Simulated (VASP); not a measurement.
# K2HBr: single point with PBE

The system is K2HBr.

```
CELL_PARAMETERS angstrom
4.31464 0.00000 0.00000
-2.15732 3.73659 0.00000
0.00000 0.00000 7.71645
ATOMIC_POSITIONS crystal
K 0.66667 0.33333 0.27512
K 0.66667 0.33333 0.72488
H 0.33333 0.66667 0.50000
Br 0.00000 0.00000 0.00000
```

The cell was built by a generator and needn't be a form met in nature.

| Item | Value |
| --- | --- |
| Program | VASP 6.6.1 |
| Task | single point |
| Functional | PBE |
| Potentials or basis | VASP PAW PBE potentials, release 64 (K_sv, H, Br) |
| Cutoff | 520 eV |
| k mesh | 6 × 6 × 4 |
| Occupations | gaussian, width 0.02 eV |
| Spin | no spin polarisation |
| Dipole correction | no |
| Further INCAR settings | ALGO = Normal; EDIFF = 1e-06; NBANDS = 21 |

```yaml
Pressure: 0.0 GPa
Largest_force: 0.005 eV/Å
Band_gap_on_the_k_mesh: 3.32 eV, indirect (least direct gap 3.84 eV)
```

Forces in eV/Å, atoms in the order of the input:
```
K    0.000  0.000  0.005
K    0.000  0.000 -0.005
H    0.000  0.000  0.000
Br   0.000  0.000  0.000
```

Levels at points of the mesh, in eV from the valence-band top:
```tsv
k point	band 9	band 10	band 11	band 12	band 13	band 14	band 15	band 16	band 17	band 18
(0.00, 0.00, 0.00)	-12.70	-2.19	-1.20	-1.20	-0.91	4.54	4.89	5.51	7.06	7.06
(0.50, 0.00, 0.00)	-12.68	-2.39	-1.90	-1.45	-0.08	3.98	5.20	5.26	6.91	7.27
(0.00, 0.00, 0.50)	-12.50	-2.37	-1.20	-1.20	-0.53	3.32	5.48	6.53	6.81	6.81
(0.50, 0.00, 0.50)	-12.61	-2.37	-1.91	-1.45	-0.10	4.06	5.25	6.11	6.50	7.12
```

Wall time 29 s on 1 thread of Intel(R) Xeon(R) 6975P-C (Granite Rapids), on a shared host, peak memory 0.25 GiB.

A k mesh can miss the band edges.
